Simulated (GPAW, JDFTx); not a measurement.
This is a calculation of Ti for GPAW 26.7.0 (ASE script). This isn't the form of Ti at room conditions, which is hcp.

Contents of run.py:

```python
from ase.dft.bandgap import bandgap
from ase.io import read, write
from ase.units import Bohr, GPa
from gpaw import GPAW, PW
from gpaw.elf import elf_from_dft_calculation

atoms = read('POSCAR')

calc = GPAW(mode=PW(600),
            xc='LDA',
            kpts={'size': (11, 11, 11), 'gamma': True},
            occupations={'name': 'methfessel-paxton', 'order': 0, 'width': 0.05},
            nbands=14,
            convergence={'density': 1e-05, 'energy': 1e-05},
            maxiter=150,
            txt='gpaw.txt')
atoms.calc = calc
energy = atoms.get_potential_energy()
forces = atoms.get_forces()
stress = atoms.get_stress()
calc.write('gs.gpw')
write('result.traj', atoms)
print(f'Energy: {energy:.6f} eV')
print('Forces (eV/A):')
print(forces.round(4))
print('Stress (GPa):', (stress / GPa).round(3))
print('Fermi level:', round(calc.get_fermi_level(), 4), 'eV')
print(f'Gap: {bandgap(calc)[0]:.4f} eV, direct: {bandgap(calc, direct=True)[0]:.4f} eV')

# fields on the real-space grid
write('density.cube', atoms, data=calc.get_pseudo_density() * Bohr**3)
write('potential.cube', atoms, data=calc.get_electrostatic_potential())
write('elf.cube', atoms, data=elf_from_dft_calculation(calc).data)
```

POSCAR

```
Ti
1.0
   -1.6410000000      1.6410000000      1.6410000000
    1.6410000000     -1.6410000000      1.6410000000
    1.6410000000      1.6410000000     -1.6410000000
Ti
1
Direct
    0.0000000000      0.0000000000      0.0000000000
```

Potentials or basis: the program's PAW data sets (release 1.2.1) made for this functional, pw.

Command:

```console
$ OMP_NUM_THREADS=1 python run.py
```

Question: Translate it to JDFTx 1.7.0 (patched build). Potentials or basis there: PseudoDojo-SR-LDA-0.4.1-standard with smoothed tails, cutoff 1143 eV.

Answer: As run (cutoffs and basis follow the program's own potentials, and thresholds, step limits or extra output files can differ):

File Ti.in:

```
lattice \
   -3.1010405705     3.1010405705     3.1010405705 \
    3.1010405705    -3.1010405705     3.1010405705 \
    3.1010405705     3.1010405705    -3.1010405705
coords-type Cartesian
ion Ti     0.0000000000     0.0000000000     0.0000000000 1

ion-species pseudo/Ti.upf
elec-cutoff 42
elec-ex-corr lda-PW
kpoint-folding 11 11 11
elec-smearing Gauss 0.00091873305
elec-n-bands 11
electronic-SCF nIterations 100 energyDiffThreshold 1e-09
electronic-minimize nIterations 30 energyDiffThreshold 1e-7
converge-empty-states yes
forces-output-coords Cartesian

dump-name run.$VAR
dump End Ecomponents EigStats BandEigs Kpoints Forces Stress
```

Potentials or basis: PseudoDojo-SR-LDA-0.4.1-standard with smoothed tails.

The run is started by

```sh
$ jdftx -c 1 -i Ti.in -o Ti.out
```

Both were run:

|  | GPAW | JDFTx |
| --- | --- | --- |
| Pressure | -11.7 GPa | -11.2 GPa |

The two programs' LDA may be different fits to the electron gas.

The cell lies far from this level's equilibrium.

Pressure is positive in compression.
